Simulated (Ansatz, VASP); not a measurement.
**Zn in VASP and in Ansatz**

```
Zn
1.0
     2.70514    0.00000    0.00000
    -1.35257    2.34272    0.00000
     0.00000    0.00000    5.03135
Zn
2
Direct
  0.66667 0.33333 0.75000
  0.33333 0.66667 0.25000
```

Change from the starting cell: volume scaled by 1.04.

Alike in both runs: task single point; functional PBE; k mesh 11 × 11 × 6; occupations fermi-dirac, width 0.05 eV; no spin polarisation.

|  | VASP | Ansatz |
| --- | --- | --- |
| version | VASP 6.6.1 | Ansatz 0.2.0 |
| potentials or method | VASP PAW PBE potentials, release 64 (Zn) | Ansatz PAW |
| plane-wave cutoff (eV) | 520 | 420 |
| valence electrons in the cell | 24 | 24 |

|  | VASP | Ansatz | Ansatz less VASP |
| --- | --- | --- | --- |
| gap on the k mesh at the Fermi level (eV) | none | none | - |
| pressure (GPa) | -2.9 | -3.2 | -0.27 |
| largest component of the traceless stress (GPa) | 0.06 | 0.18 | +0.121 |

A gap of «none» marks a metal or a gap that the smearing closes.
